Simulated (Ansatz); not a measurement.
# ZrC (CsCl type): does the structure stay when shaken

Aim: take relaxed ZrC (CsCl type), move all atoms at random, relax again without symmetry and see whether it returns. The cell was built by placing the elements on the sites of a structure type; the runs don't test whether it is the stable form.

Method: DFT PBE, scalar-relativistic, plane waves, PAW, in Ansatz 0.2.0.

## 1. Starting point

The structure is cubic, space group Pm-3m (No. 221). The conventional cell has a = 2.921 Å, b = 2.921 Å, c = 2.921 Å, α = 90.00°, β = 90.00°, γ = 90.00°. Zr (site symmetry m-3m) has 8 C at 2.53 Å in its first shell of neighbours. Around C (site symmetry m-3m) lie 8 Zr at 2.53 Å.

Structure file:

```xyz
16
Lattice="5.8422 0.0000 0.0000 0.0000 5.8422 0.0000 0.0000 0.0000 5.8422" Properties=species:S:1:pos:R:3 pbc="T T T"
Zr    0.0000    0.0000    0.0000
C     1.4605    1.4605    1.4605
Zr    0.0000    0.0000    2.9211
C     1.4605    1.4605    4.3816
Zr    0.0000    2.9211    0.0000
C     1.4605    4.3816    1.4605
Zr    0.0000    2.9211    2.9211
C     1.4605    4.3816    4.3816
Zr    2.9211    0.0000    0.0000
C     4.3816    1.4605    1.4605
Zr    2.9211    0.0000    2.9211
C     4.3816    1.4605    4.3816
Zr    2.9211    2.9211    0.0000
C     4.3816    4.3816    1.4605
Zr    2.9211    2.9211    2.9211
C     4.3816    4.3816    4.3816
```

This cell comes from an earlier session at PBE: 12.463 Å³/atom at 0.01 GPa, on a 12×12×12 mesh.

The test uses a supercell of 16 atoms, 8 times the cell that was relaxed. First comes a reference run, then each atom is moved at random (σ = 0.15 Å along each axis) and everything is relaxed.

## 2. The reference on the mesh of the test

Input file input.yaml:

```yaml
crystal:
  lattice:
    - [5.8421900928, 0.0, 0.0]
    - [0.0, 5.8421900928, 0.0]
    - [0.0, 0.0, 5.8421900928]
  atoms:
    - { symbol: Zr, position: [0.0, 0.0, 0.0] }
    - { symbol: C, position: [0.25, 0.25, 0.25] }
    - { symbol: Zr, position: [0.0, 0.0, 0.5] }
    - { symbol: C, position: [0.25, 0.25, 0.75] }
    - { symbol: Zr, position: [0.0, 0.5, 0.0] }
    - { symbol: C, position: [0.25, 0.75, 0.25] }
    - { symbol: Zr, position: [0.0, 0.5, 0.5] }
    - { symbol: C, position: [0.25, 0.75, 0.75] }
    - { symbol: Zr, position: [0.5, 0.0, 0.0] }
    - { symbol: C, position: [0.75, 0.25, 0.25] }
    - { symbol: Zr, position: [0.5, 0.0, 0.5] }
    - { symbol: C, position: [0.75, 0.25, 0.75] }
    - { symbol: Zr, position: [0.5, 0.5, 0.0] }
    - { symbol: C, position: [0.75, 0.75, 0.25] }
    - { symbol: Zr, position: [0.5, 0.5, 0.5] }
    - { symbol: C, position: [0.75, 0.75, 0.75] }
basis:
  ecutwfc: 420
  ecutrho_ratio: 4
kpoints:
  mp_grid: { grid: [4, 4, 4] }
hamiltonian:
  xc: pbe
scf:
  occupations: { method: gaussian, width: 0.05 }
output:
  forces: true
  stress: true
  eigenvalues: true
```

On the command line:

```sh
> ansatz run input.yaml --threads 2 --pin off --max-ram 2662MiB --backend cpu --events-out ev --progress --plain --runs-dir out
```

Further steps of the session: Atoms moved at random (σ = 0.15 Å), then relaxed.

What does the calculation give? Wanted: energy against the reference; volume change; gap on the mesh, before and after.

The runs gave:

| quantity | value |
| --- | --- |
| energy against the reference | -1233.1 meV/atom |
| volume change | +4.64 % |
| space group of the reference (0.05 Å) | Pm-3m |
| space group at the end (0.05 Å) | Fm-3m |
| gap on the mesh, before and after | none (metal), none (metal) |

What this shows: The shaken cell ends 1233 meV/atom below the reference, in Fm-3m, so the symmetric structure is not the minimum: it is unstable to a distortion that fits this cell. The cell's lengths changed unevenly, by -1.3 to +14.0 %, so a strain is part of the change. The mesh of the test is coarse for a metal, so differences of a few meV/atom are not settled.
